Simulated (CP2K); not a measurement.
ZrS2:

```xyz
3
Lattice="3.6914 0.0000 0.0000 -1.8457 3.1968 0.0000 0.0000 0.0000 6.0411" Properties=species:S:1:pos:R:3 pbc="T T T"
Zr    0.0000    0.0000    0.0000
S     0.0000    2.1312    1.4372
S     1.8457    1.0656    4.6038
```

The cell is a database's computed one.

Program: CP2K 2026.2. Alike in all runs: task band structure; no spin polarisation; cell as given; k mesh 8 × 8 × 5.

Problem. Order these runs on this cell by their band gap on the k mesh, lowest first.
A. level r2SCAN; potentials or basis POTENTIAL_UZH Zr GTH-SCAN-q12, S GTH-SCAN-q6; TZVP-MOLOPT-SCAN-GTH basis; smearing fermi-dirac 0.05 eV; EPS_DEFAULT 1.0E-10; NGRIDS 5; points a segment of the path (NPOINTS) 10; bands added on the path 2; CUTOFF of the grids 700 Ry
B. level TB-mBJ; potentials or basis POTENTIAL_UZH Zr GTH-PBE-q12, S GTH-PBE-q6; TZVP-MOLOPT-PBE-GTH basis; smearing fermi-dirac 0.1 eV; EPS_DEFAULT 1.0E-9; NGRIDS 4; points a segment of the path (NPOINTS) 6; bands added on the path 4; CUTOFF of the grids 700 Ry
C. level LDA; potentials or basis GTH_POTENTIALS Zr GTH-PADE-q12, S GTH-PADE-q6; TZVP-MOLOPT-PBE-GTH basis; smearing fermi-dirac 0.05 eV; EPS_DEFAULT 1.0E-10; NGRIDS 5; points a segment of the path (NPOINTS) 8; bands added on the path 6; CUTOFF of the grids 450 Ry

Solution. C (0.93 eV), B (1.12 eV), A (1.38 eV).

Caveats: the basis of atomic orbitals isn't converged, which shifts pressures, moduli and gaps; this is a model potential without an energy functional, so only levels have meaning (some runs).

